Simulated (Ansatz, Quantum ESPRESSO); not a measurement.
This is a calculation of TePb for Ansatz 0.2.0. 

The input input.yaml:

```yaml
crystal:
  lattice:
    - [0.0, 3.231, 3.231]
    - [3.231, 0.0, 3.231]
    - [3.231, 3.231, 0.0]
  atoms:
    - { symbol: Pb, position: [0.0, 0.0, 0.0] }
    - { symbol: Te, position: [0.5, 0.5, 0.5] }
hamiltonian:
  xc: pbesol
  pseudopotentials: { kind: paw }
kpoints:
  mp_grid: { grid: [7, 7, 7] }
scf:
  occupations: { method: fermi_dirac, width: 0.05 }
output:
  forces: true
  stress: true
  eigenvalues: true
  write_density: true
  write_potential: true
  elf: true
  volumetric_format: npy
```

Potentials or basis: Ansatz PAW.

Run with:

```bash
$ ansatz run input.yaml --threads 1 --pin off --max-ram 3584MiB --backend cpu --events-out ev --progress --plain --runs-dir out
```

Problem. Set up the same calculation for Quantum ESPRESSO 7.5. Potentials or basis there: GBRV 1.5 PBEsol, cutoff 612 eV.

Solution. As run (cutoffs and basis follow the program's own potentials, and thresholds, step limits or extra output files can differ):

File pw.in:

```
&CONTROL
  calculation = 'scf'
  prefix = 'pwscf'
  outdir = './tmp'
  pseudo_dir = './pseudo'
  tprnfor = .true.
  tstress = .true.
  disk_io = 'low'
/
&SYSTEM
  ibrav = 0
  nat = 2
  ntyp = 2
  ecutwfc = 45
  ecutrho = 360
  nbnd = 16
  occupations = 'smearing'
  smearing = 'fd'
  degauss = 0.00367493
/
&ELECTRONS
  conv_thr = 4d-10
  electron_maxstep = 120
  mixing_beta = 0.5
/
ATOMIC_SPECIES
Pb   207.2000 pb_pbesol_v1.uspp.F.UPF
Te   127.6000 te_pbesol_v1.uspp.F.UPF
CELL_PARAMETERS angstrom
   0.0000000000    3.2310000000    3.2310000000
   3.2310000000    0.0000000000    3.2310000000
   3.2310000000    3.2310000000    0.0000000000
ATOMIC_POSITIONS crystal
Pb     0.0000000000    0.0000000000    0.0000000000
Te     0.5000000000    0.5000000000    0.5000000000
K_POINTS automatic
7 7 7 0 0 0
```

File pp_density.in:

```
&INPUTPP
  prefix = 'pwscf'
  outdir = './tmp'
  filplot = 'density.dat'
  plot_num = 0
/
&PLOT
  nfile = 1
  filepp(1) = 'density.dat'
  iflag = 3
  output_format = 6
  fileout = 'density.cube'
/
```

Contents of pp_potential.in:

```
&INPUTPP
  prefix = 'pwscf'
  outdir = './tmp'
  filplot = 'potential.dat'
  plot_num = 11
/
&PLOT
  nfile = 1
  filepp(1) = 'potential.dat'
  iflag = 3
  output_format = 6
  fileout = 'potential.cube'
/
```

Potentials or basis: GBRV 1.5 PBEsol.

Launch:

```console
$ OMP_NUM_THREADS=1 mpirun -n 2 pw.x -nk 2 -in pw.in > pw.out
$ OMP_NUM_THREADS=1 mpirun -n 1 pp.x -in pp_density.in > pp_density.out
$ OMP_NUM_THREADS=1 mpirun -n 1 pp.x -in pp_potential.in > pp_potential.out
```

Both were run:

|  | Ansatz | Quantum ESPRESSO |
| --- | --- | --- |
| Pressure | -0.4 GPa | -0.6 GPa |

Ansatz's pressure holds a Pulay term of +0.02 GPa for its cutoff of 420 eV, which the other run lacks.

The potentials hold 30 and 20 valence electrons a cell.

Ansatz's potentials were made for PBE.

Where Ansatz's input types no cutoff or centring, it takes its own default and a Γ-centred mesh.

Pressure is positive in compression.
